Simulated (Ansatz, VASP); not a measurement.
## Hf: VASP beside Ansatz

```
CELL_PARAMETERS angstrom
-1.70841 1.70841 1.70841
1.70841 -1.70841 1.70841
1.70841 1.70841 -1.70841
ATOMIC_POSITIONS crystal
Hf 0.00000 0.00000 0.00000
```

Alike in both runs: task single point; functional PBEsol; k mesh 8 × 8 × 8; occupations gaussian, width 0.1 eV; no spin polarisation.

|  | VASP | Ansatz |
| --- | --- | --- |
| version | VASP 6.6.1 | Ansatz 0.2.0 |
| potentials or method | VASP PAW PBE potentials, release 64 (Hf_pv) | scalar-relativistic, plane waves, PAW |
| plane-wave cutoff (eV) | 520 | 420 |
| valence electrons in the cell | 10 | 26 |

|  | VASP | Ansatz | Ansatz less VASP |
| --- | --- | --- | --- |
| gap on the k mesh at the Fermi level (eV) | none | none | - |
| pressure (GPa) | 7.9 | 8.1 | +0.19 |

A gap of «none» marks a metal or a gap that the smearing closes. The two sets of potentials don't hold the same shells in valence.

Caveats: the PAW data sets were made with another functional, which shifts forces and pressure a little (VASP). Spin-orbit coupling is left out, which matters for the levels of Hf.
